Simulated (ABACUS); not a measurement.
# Mo (Im-3m) in ABACUS: equation of state

Aim: energy against volume of Mo in PBE, for its equilibrium volume and stiffness.

Program: ABACUS 3.10.1. These are calculated values, not measurements. Logs are shortened: lines on timing, memory, paths and dates and some standing lists are left out, and cuts for length are marked.

**1. The crystal as given**

The structure is cubic, space group Im-3m (No. 229). The conventional cell has a = 3.168 Å, b = 3.168 Å, c = 3.168 Å, α = 90.00°, β = 90.00°, γ = 90.00°. Mo (site symmetry m-3m) is surrounded by 8 Mo at 2.74 Å.

**2. Equation of state, PBE, 14.94 Å³/atom (volume scaled by 0.94)**

INPUT

```
INPUT_PARAMETERS
suffix              Mo
calculation         scf
basis_type          pw
pseudo_dir          ./
symmetry            1
dft_functional      pbe
ecutwfc             81
pseudo_rcut         10
nspin               1
nbands              11
ks_solver           dav
smearing_method     fd
smearing_sigma      0.00367493
scf_thr             1e-08
scf_nmax            100
mixing_type         broyden
mixing_beta         0.7
cal_force           1
cal_stress          1
kpar                4
```

STRU

```
ATOMIC_SPECIES
Mo 95.9500 Mo.upf

LATTICE_CONSTANT
1.8897261246

LATTICE_VECTORS
-1.5514772677 1.5514772677 1.5514772677
1.5514772677 -1.5514772677 1.5514772677
1.5514772677 1.5514772677 -1.5514772677

ATOMIC_POSITIONS
Direct

Mo
0.0
1
0.0000000000 0.0000000000 0.0000000000 1 1 1
```

KPT

```
K_POINTS
0
Gamma
12 12 12 0 0 0
```

Potentials or basis: PseudoDojo NC SR 0.4.1 PBE standard, plane waves.

Run with:

```
$ OMP_NUM_THREADS=1 mpirun -np 4 abacus > log
```

running log:

```text
ABACUS v3.10.1

               Atomic-orbital Based Ab-initio Computation at UStc

 ------------------------------------------------------------------------------------

 READING GENERAL INFORMATION
                           global_out_dir = OUT.Mo/
                           global_in_card = INPUT
                               pseudo_dir = ./
                              orbital_dir =
                                    DSIZE = 4
                                    GSIZE = 1

 READING UNITCELL INFORMATION
                                    ntype = 1
                  lattice constant (Bohr) = 1.88973
              lattice constant (Angstrom) = 1

 READING ATOM TYPE 1
                               atom label = Mo
                      L=0, number of zeta = 1
                      L=1, number of zeta = 1
                      L=2, number of zeta = 1
             number of atom for this type = 1

                        TOTAL ATOM NUMBER = 1
DIRECT COORDINATES
    atom                   x                   y                   z     mag                  vx                  vy                  vz
taud_Mo1            0.0000000000        0.0000000000        0.0000000000  0.0000        0.0000000000        0.0000000000        0.0000000000

                          Volume (Bohr^3) = 100.807
                             Volume (A^3) = 14.9381

 Lattice vectors: (Cartesian coordinate: in unit of a_0)
             -1.55148            +1.55148            +1.55148
             +1.55148            -1.55148            +1.55148
             +1.55148            +1.55148            -1.55148
 Reciprocal vectors: (Cartesian coordinate: in unit of 2 pi/a_0)
                   +0           +0.322273           +0.322273
            +0.322273                  +0           +0.322273
            +0.322273           +0.322273                  +0
 The esolver type has been set to : ksdft_pw

                PAO radial cut off (Bohr) = 10

 Read in pseudopotential file is Mo.upf
                     pseudopotential type = NC
          exchange-correlation functional = PBE
                 nonlocal core correction = 1
                        valence electrons = 14
                                     lmax = 2
                           number of zeta = 4
                     number of projectors = 6
                           L of projector = 0
                           L of projector = 0
                           L of projector = 1
                           L of projector = 1
                           L of projector = 2
                           L of projector = 2
     initial pseudo atomic orbital number = 10

 SETUP THE ELECTRONS NUMBER
            electron number of element Mo = 14
      total electron number of element Mo = 14
            AUTOSET number of electrons:  = 14
                           occupied bands = 7
                                   NBANDS = 11
                                   NLOCAL = 9

%%%%%%%%%%%%%%%%%%%%%%%%%%%%%%%%%%%%%%%%%%%%%%%%%%%%%%%%%%%%%%%%%%%%%%%%%%%%%%%%%%%%%%%%%%%%%%%%%%%%%%%%%%
 Warning: the number of valence electrons in pseudopotential > 6 for Mo: [Kr] 4d5 5s1
 Pseudopotentials with additional electrons can yield (more) accurate outcomes, but may be less efficient.
 If you're confident that your chosen pseudopotential is appropriate, you can safely ignore this warning.
%%%%%%%%%%%%%%%%%%%%%%%%%%%%%%%%%%%%%%%%%%%%%%%%%%%%%%%%%%%%%%%%%%%%%%%%%%%%%%%%%%%%%%%%%%%%%%%%%%%%%%%%%%

 SETUP THE PLANE WAVE BASIS
 energy cutoff for charge/potential (unit:Ry) = 324
            fft grid for charge/potential = [ 30, 30, 30 ]
                        fft grid division = [ 1, 1, 1 ]
        big fft grid for charge/potential = [ 30, 30, 30 ]
                                     nbxx = 27000
                                     nrxx = 27000

 SETUP PLANE WAVES FOR CHARGE/POTENTIAL
                    number of plane waves = 10005
                         number of sticks = 627

 PARALLEL PW FOR CHARGE/POTENTIAL
     PROC   COLUMNS(POT)             PW
        1            627          10005
 --------------- sum -------------------
        1            627          10005
                            number of |g| = 132
                                  max |g| = 29.2886
                                  min |g| = 0

----------- Double Check Mixing Parameters Begin ------------
mixing_type: broyden
mixing_beta: 0.7
mixing_gg0: 1
mixing_gg0_min: 0.1
mixing_ndim: 8
----------- Double Check Mixing Parameters End ------------

 LATTICE VECTORS: (CARTESIAN COORDINATE: IN UNIT OF A0)
             -1.55148            +1.55148            +1.55148
             +1.55148            -1.55148            +1.55148
             +1.55148            +1.55148            -1.55148
[... 26 lines left out ...]
                   Input type of k points = Monkhorst-Pack(Gamma)
                                   nkstot = 1728
                       right hand lattice = 1
(for reciprocal lattice: )
                             BRAVAIS TYPE = 3
                     BRAVAIS LATTICE NAME = 03. Cubic F (face-centered)
                                    ibrav = 3
                       right hand lattice = 1
(for k-lattice: )
                             BRAVAIS TYPE = 3
                     BRAVAIS LATTICE NAME = 03. Cubic F (face-centered)
                                    ibrav = 3
                       right hand lattice = 1
                        ROTATION MATRICES = 48
                               nkstot_ibz = 72
K-POINTS REDUCTION ACCORDING TO SYMMETRY
     IBZ    DIRECT_X    DIRECT_Y    DIRECT_Z  WEIGHT  ibz2bz
       1  0.00000000  0.00000000  0.00000000  0.0006       0
       2 -0.08333333  0.08333333  0.00000000  0.0069       1
       3 -0.16666667  0.16666667  0.00000000  0.0069       2
       4 -0.25000000  0.25000000  0.00000000  0.0069       3
       5 -0.33333333  0.33333333  0.00000000  0.0069       4
       6 -0.41666667  0.41666667  0.00000000  0.0069       5
[... 22 lines left out ...]
      29 -0.16666667  0.16666667  0.08333333  0.0139     178
      30  0.41666667  0.25000000  0.25000000  0.0139     183
[... 42 further k points ...]

                               nkstot now = 72
[... K-POINTS DIRECT COORDINATES: 72 rows ...]

           k-point number in this process = 18
       minimum distributed K point number = 18
[... stars of the k points ...]

[... K-POINTS CARTESIAN COORDINATES: 18 rows ...]

[... K-POINTS DIRECT COORDINATES: 18 rows ...]

 SETUP PLANE WAVES FOR WAVE FUNCTIONS
     energy cutoff for wavefunc (unit:Ry) = 81
              fft grid for wave functions = [ 30, 30, 30 ]
                    number of plane waves = 1865
                         number of sticks = 205

 PARALLEL PW FOR WAVE FUNCTIONS
     PROC   COLUMNS(POT)             PW
        1            205           1865
 --------------- sum -------------------
        1            205           1865

 SETUP NONLOCAL PSEUDOPOTENTIALS IN PLANE WAVE BASIS
 Mo non-local projectors:
 projector 1 L=0
 projector 2 L=0
 projector 3 L=1
 projector 4 L=1
 projector 5 L=2
 projector 6 L=2
      TOTAL NUMBER OF NONLOCAL PROJECTORS = 18

 Init Non-Local PseudoPotential table :
 Init Non-Local-Pseudopotential done.

                                     npwx = 1253

 Make real space PAO into reciprocal space.
       max mesh points in Pseudopotential = 1001
     dq(describe PAO in reciprocal space) = 0.01
                                    max q = 1084

 number of pseudo atomic orbitals for Mo is 4
WARNING: norm of atomic wavefunction # 3 of atomic type Mo is 0.999963, renormalized
WARNING: norm of atomic wavefunction # 4 of atomic type Mo is 0.999469, renormalized

 -------------------------------------------
 SELF-CONSISTENT
 -------------------------------------------
                                 init_chg = atomic

 PW ALGORITHM --------------- ION=   1  ELEC=   1--------------------------------
 Notice: Threshold on eigenvalues was too large.
 hsover_error=0.14 > DRHO=0.110809
 Origin diag ethr = 0.01
 New diag ethr = 0.000791493

 Density error is 0.112312286001
                          Error Threshold = 0.000791492913982
----------------------------------------------------------
     Energy           Rydberg                 eV
----------------------------------------------------------
 E_KohnSham     -140.5319061904      -1912.0346749911
 E_Harris       -142.6982665113      -1941.5095192767
 E_Fermi        1.7157845799         23.3444468274
----------------------------------------------------------
[... 51 lines left out ...]
 Density error is 1.11547731771e-09
                          Error Threshold = 3.87650836523e-10
----------------------------------------------------------
     Energy           Rydberg                 eV
----------------------------------------------------------
 E_KohnSham     -140.5546577072      -1912.3442252572
 E_KS(sigma->0) -140.5545802288      -1912.3431711098
 E_Harris       -140.5546238443      -1912.3437645291
 E_band         -2.6392839798        -35.9093007647
 E_one_elec     -15.2862141059       -207.9796126886
 E_Hartree      17.0666629644        232.2038621615
 E_xc           -20.6906672987       -281.5109706847
 E_Ewald        -121.6442843102      -1655.0553957506
 E_entropy(-TS) -0.0001549568        -0.0021082948
 E_descf        0.0000000000         0.0000000000
 E_exx          0.0000000000         0.0000000000
 E_Fermi        1.6513406963         22.4676428095
----------------------------------------------------------

 charge density convergence is achieved
 final etot is -1912.3442253 eV
 EFERMI = 22.467642809 eV

 STATE ENERGY(eV) AND OCCUPATIONS    NSPIN == 1
 1/18 kpoint (Cartesian) = 0.0000 0.0000 0.0000 (1253 pws)
       1       -38.7886     0.00115741
       2       -11.9387     0.00115741
       3       -11.9387     0.00115741
       4       -11.9387     0.00115741
       5        15.1472     0.00115741
       6        21.0672     0.00115741
       7        21.0672     0.00115741
       8        21.0672     0.00115741
       9        24.2576    3.28412e-19
      10        24.2576    3.28412e-19
      11        37.5268        0.00000
[... 53 lines left out ...]
 6/18 kpoint (Cartesian) = 0.13428 -0.13428 0.0000 (1244 pws)
       1       -38.4935      0.0138889
       2       -13.4497      0.0138889
       3       -12.4149      0.0138889
       4       -11.9532      0.0138889
       5        17.0482      0.0138889
       6        19.0167      0.0138889
       7        23.3605    2.43837e-10
       8        24.4044    2.09208e-19
       9        24.8766    1.65622e-23
      10        26.8833    6.14367e-41
      11        35.1070        0.00000

[... levels at 12 further k points ...]

------------------------------------------------------------------------------------------
 TOTAL-FORCE (eV/Angstrom)
------------------------------------------------------------------------------------------
                       Mo1         0.0000000000         0.0000000000         0.0000000000
------------------------------------------------------------------------------------------

----------------------------------------------------------------
 TOTAL-STRESS (KBAR)
----------------------------------------------------------------
       165.4890388144        -0.0000000000        -0.0000000000
        -0.0000000000       165.4890388144         0.0000000000
         0.0000000000         0.0000000000       165.4890388144
----------------------------------------------------------------
 TOTAL-PRESSURE: 165.489039 KBAR

 --------------------------------------------
 !FINAL_ETOT_IS -1912.3442252571855988 eV
 --------------------------------------------
```

It took 3.4 s on 4 MPI ranks of Intel Xeon 6975P-C (Granite Rapids), shared host; peak memory 0.24 GiB.

Results:

```
Free energy            : -1912.3442 eV
Pressure               : 16.5 GPa
Band gap on the k mesh : none (metal or under the smearing width)
```

**3. Equation of state, PBE, 15.26 Å³/atom (volume scaled by 0.96)**

INPUT is that of step 2.

STRU

```
ATOMIC_SPECIES
Mo 95.9500 Mo.upf

LATTICE_CONSTANT
1.8897261246

LATTICE_VECTORS
-1.5624035240 1.5624035240 1.5624035240
1.5624035240 -1.5624035240 1.5624035240
1.5624035240 1.5624035240 -1.5624035240

ATOMIC_POSITIONS
Direct

Mo
0.0
1
0.0000000000 0.0000000000 0.0000000000 1 1 1
```

KPT is that of step 2.

Potentials or basis: PseudoDojo NC SR 0.4.1 PBE standard, plane waves.

Run with:

```
$ OMP_NUM_THREADS=1 mpirun -np 4 abacus > log
```

Wall time 3.6 s (4 MPI ranks of Intel Xeon 6975P-C (Granite Rapids), shared host); peak memory 0.24 GiB.

Results (log left out):

| Quantity | Value |
| --- | --- |
| Free energy | -1912.3703 eV |
| Pressure | 9.9 GPa |
| Band gap on the k mesh | none (metal or under the smearing width) |

**4. Equation of state, PBE, 15.57 Å³/atom (volume scaled by 0.98)**

INPUT is that of step 3.

STRU

```
ATOMIC_SPECIES
Mo 95.9500 Mo.upf

LATTICE_CONSTANT
1.8897261246

LATTICE_VECTORS
-1.5731790612 1.5731790612 1.5731790612
1.5731790612 -1.5731790612 1.5731790612
1.5731790612 1.5731790612 -1.5731790612

ATOMIC_POSITIONS
Direct

Mo
0.0
1
0.0000000000 0.0000000000 0.0000000000 1 1 1
```

KPT is that of step 3.

Run with:

```
$ OMP_NUM_THREADS=1 mpirun -np 4 abacus > log
```

It took 2.8 s on 4 MPI ranks of Intel Xeon 6975P-C (Granite Rapids), shared host; peak memory 0.24 GiB.

The run converged. Its results:

```
Free energy            : -1912.3839 eV
Pressure               : 3.9 GPa
Band gap on the k mesh : none (metal or under the smearing width)
```

**5. Equation of state, PBE, 15.89 Å³/atom**

INPUT is that of step 4.

STRU

```
ATOMIC_SPECIES
Mo 95.9500 Mo.upf

LATTICE_CONSTANT
1.8897261246

LATTICE_VECTORS
-1.5838089719 1.5838089719 1.5838089719
1.5838089719 -1.5838089719 1.5838089719
1.5838089719 1.5838089719 -1.5838089719

ATOMIC_POSITIONS
Direct

Mo
0.0
1
0.0000000000 0.0000000000 0.0000000000 1 1 1
```

KPT is that of step 4.

Run with:

```
$ OMP_NUM_THREADS=1 mpirun -np 4 abacus > log
```

Wall time 2.9 s (4 MPI ranks of Intel Xeon 6975P-C (Granite Rapids), shared host); peak memory 0.24 GiB.

It converged, with:

```
Free energy            : -1912.3862 eV
Pressure               : -1.5 GPa
Band gap on the k mesh : none (metal or under the smearing width)
```

**6. Equation of state, PBE, 16.21 Å³/atom (volume scaled by 1.02)**

INPUT is that of step 5.

STRU

```
ATOMIC_SPECIES
Mo 95.9500 Mo.upf

LATTICE_CONSTANT
1.8897261246

LATTICE_VECTORS
-1.5942980787 1.5942980787 1.5942980787
1.5942980787 -1.5942980787 1.5942980787
1.5942980787 1.5942980787 -1.5942980787

ATOMIC_POSITIONS
Direct

Mo
0.0
1
0.0000000000 0.0000000000 0.0000000000 1 1 1
```

KPT is that of step 5.

Potentials or basis: PseudoDojo NC SR 0.4.1 PBE standard, plane waves.

Run with:

```
$ OMP_NUM_THREADS=1 mpirun -np 4 abacus > log
```

Run time: 3.6 s. Hardware: 4 MPI ranks of Intel Xeon 6975P-C (Granite Rapids), shared host; peak memory 0.24 GiB.

It converged, with:

```
Free energy            : -1912.3784 eV
Pressure               : -6.3 GPa
Band gap on the k mesh : none (metal or under the smearing width)
```

**7. Equation of state, PBE, 16.53 Å³/atom (volume scaled by 1.04)**

INPUT is that of step 6.

STRU

```
ATOMIC_SPECIES
Mo 95.9500 Mo.upf

LATTICE_CONSTANT
1.8897261246

LATTICE_VECTORS
-1.6046509537 1.6046509537 1.6046509537
1.6046509537 -1.6046509537 1.6046509537
1.6046509537 1.6046509537 -1.6046509537

ATOMIC_POSITIONS
Direct

Mo
0.0
1
0.0000000000 0.0000000000 0.0000000000 1 1 1
```

KPT is that of step 6.

Run with:

```
$ OMP_NUM_THREADS=1 mpirun -np 4 abacus > log
```

Run time: 1.9 s. Hardware: 4 MPI ranks of Intel Xeon 6975P-C (Granite Rapids), shared host; peak memory 0.24 GiB.

It converged, with:

| Item | Value |
| --- | --- |
| Free energy | -1912.3615 eV |
| Pressure | -10.7 GPa |
| Band gap on the k mesh | none (metal or under the smearing width) |

**8. Equation of state, PBE, 16.85 Å³/atom (volume scaled by 1.06)**

INPUT is that of step 7.

STRU

```
ATOMIC_SPECIES
Mo 95.9500 Mo.upf

LATTICE_CONSTANT
1.8897261246

LATTICE_VECTORS
-1.6148719360 1.6148719360 1.6148719360
1.6148719360 -1.6148719360 1.6148719360
1.6148719360 1.6148719360 -1.6148719360

ATOMIC_POSITIONS
Direct

Mo
0.0
1
0.0000000000 0.0000000000 0.0000000000 1 1 1
```

KPT is that of step 7.

Run with:

```
$ OMP_NUM_THREADS=1 mpirun -np 4 abacus > log
```

Run time: 1.7 s. Hardware: 4 MPI ranks of Intel Xeon 6975P-C (Granite Rapids), shared host; peak memory 0.24 GiB.

The run converged. Its results:

```
Free energy            : -1912.3363 eV
Pressure               : -14.6 GPa
Band gap on the k mesh : none (metal or under the smearing width)
```

**9. Equation of state, PBE**

Potentials or basis: PseudoDojo NC SR 0.4.1 PBE standard, plane waves.

No new run: the results of the series are fitted here.

Results:

```
Equilibrium volume                      : 15.80 Å³/atom
Bulk modulus                            : 261 GPa
Pressure derivative of the bulk modulus : 4.3
```

Energy against volume, from the lowest point:
```tsv
volume (Å³/atom)	energy (meV/atom)
14.938	42.00
15.256	15.88
15.574	2.30
15.892	0.00
16.209	7.83
16.527	24.77
16.845	49.88
```
